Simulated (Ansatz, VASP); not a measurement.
Two plane-wave programs on PtSe2

Contents of INCAR:

```
PREC = Accurate
ENCUT = 520
EDIFF = 1E-7
ISMEAR = -1
SIGMA = 0.02
LREAL = False
LASPH = True
NELM = 100
ALGO = Normal
ISIF = 2
LWAVE = False
LCHARG = False
GGA = PE
NBANDS = 18
```

Contents of KPOINTS:

```
Automatic mesh
0
Gamma
  8 8 8
```

The input POSCAR:

```
PtSe2
1.0
    1.8071265266      1.0433449866      5.8786684133
   -1.8071265266      1.0433449866      5.8786684133
    0.0000000000     -2.0866899731      5.8786684133
Pt Se
1 2
Direct
    0.0000000000      0.0000000000      0.0000000000
    0.2559029290      0.2559029290      0.2559029290
    0.7440970710      0.7440970710      0.7440970710
```

Input for Ansatz:

```yaml
crystal:
  lattice:
    - [1.8071265266, 1.0433449866, 5.8786684133]
    - [-1.8071265266, 1.0433449866, 5.8786684133]
    - [0.0, -2.0866899731, 5.8786684133]
  atoms:
    - { symbol: Pt, position: [0.0, 0.0, 0.0] }
    - { symbol: Se, position: [0.255902929, 0.255902929, 0.255902929] }
    - { symbol: Se, position: [0.744097071, 0.744097071, 0.744097071] }
kpoints:
  mp_grid: { grid: [8, 8, 8] }
  band_path:
    path:
      - [0.0, 0.0, 0.0]
      - [0.5, 0.5, 0.5]
      - [0.8105216083, 0.1894783917, 0.5]
      - [0.5, -0.1894783917, 0.1894783917]
      - [0.5, 0.0, 0.0]
      - [0.3447391959, -0.3447391959, 0.0]
      - [0.6552608041, 0.0, 0.3447391959]
      - [0.5, 0.0, 0.5]
      - [0.0344739196, -0.0344739196, 0.0]
      - [0.0, 0.25, -0.25]
      - [0.25, 0.25, -0.5]
    npoints: 1
hamiltonian:
  xc: pbe
scf:
  occupations: { method: fermi_dirac, width: 0.02 }
  n_extra_bands: 4
output:
  forces: true
  stress: true
  eigenvalues: true
```

Change from the starting cell: epitaxial_xy strain -2.1%.

Alike in both runs: task single point; functional PBE; k mesh 8 × 8 × 8; occupations fermi-dirac, width 0.02 eV; no spin polarisation.

|  | VASP | Ansatz |
| --- | --- | --- |
| version | VASP 6.6.1 | Ansatz 0.2.0 |
| potentials or method | VASP PAW PBE potentials, release 64 (Pt, Se) | plane waves, PAW |
| plane-wave cutoff (eV) | 520 | 420 |
| valence electrons in the cell | 22 | 50 |

```csv
,VASP,Ansatz,Ansatz less VASP
pressure (GPa),6.2,6.3,+0.02
largest component of the traceless stress (GPa),3.32,3.32,+0.006
rms of the force components (eV/Å),0.083,0.082,-0.0008
```

Atom by atom the forces differ by 0.001 eV/Å (rms over components). The two sets of potentials don't hold the same shells in valence.

Caveats: spin-orbit coupling is left out, which moves the levels of the heavy elements. A k mesh can miss the band edges.
